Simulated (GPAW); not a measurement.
Here is a GPAW 26.7.0 calculation.

File run.py:

```python
from ase import Atoms
from ase.dft.bandgap import bandgap
from ase.io import write
from ase.units import GPa
from gpaw import GPAW, PW

atoms = Atoms(['In', 'As'],
              cell=[[0.0, 3.018, 3.018],
                    [3.018, 0.0, 3.018],
                    [3.018, 3.018, 0.0]],
              scaled_positions=[[0.0, 0.0, 0.0],
                                [0.75, 0.75, 0.75]],
              pbc=True)

calc = GPAW(mode=PW(600),
            xc='MGGA_X_R2SCAN+MGGA_C_R2SCAN',
            kpts={'size': (8, 8, 8), 'gamma': True},
            occupations={'name': 'fermi-dirac', 'width': 0.05},
            nbands=18,
            convergence={'density': 1e-05, 'energy': 1e-05},
            maxiter=150,
            txt='gpaw.txt')
atoms.calc = calc
energy = atoms.get_potential_energy()
forces = atoms.get_forces()
stress = atoms.get_stress()
calc.write('gs.gpw')
write('result.traj', atoms)
print(f'Energy: {energy:.6f} eV')
print('Forces (eV/A):')
print(forces.round(4))
print('Stress (GPa):', (stress / GPa).round(3))
print('Fermi level:', round(calc.get_fermi_level(), 4), 'eV')
print(f'Gap: {bandgap(calc)[0]:.4f} eV, direct: {bandgap(calc, direct=True)[0]:.4f} eV')

path = atoms.cell.bandpath('GXWKGLUWLK,UX', npoints=80, eps=1e-4)
bs_calc = calc.fixed_density(kpts=path, symmetry='off', nbands=30,
                             convergence={'bands': 'CBM+6.0', 'eigenstates': 1e-6}, txt='bands.txt')
bs = bs_calc.band_structure()
bs.write('bs.json')
print(f'Gap on the path: {bandgap(bs_calc)[0]:.4f} eV')
```

Potentials or basis: GPAW PAW data sets (gpaw-data 1.2.1), pw.

Command:

```console
$ OMP_NUM_THREADS=1 python run.py
```

(1) Predict the pressure.

(2) Estimate the band gap along the path.

(3) Estimate the band gap on the k mesh.

## Answers

(1) 2.1 GPa.

(2) 0.27 eV, direct.

(3) 0.27 eV, direct.

Caveat: the PAW data sets were made with another functional, which shifts forces and pressure a little; spin-orbit coupling is left out, which moves the levels of the heavy elements.

**Measured values to compare with.**

From a printed reference work, data compilation, for a bulk crystal of InAs at 4.2 K: band gap 0.418 eV (direct).

A measured gap of InAs is 0.418 eV (direct; 4.2 K; a printed reference work, data compilation); the calculated 0.27 eV misses it by -0.14 eV. Spin-orbit coupling on As, In is left out. The value is that of r2SCAN, without temperature or zero-point motion.
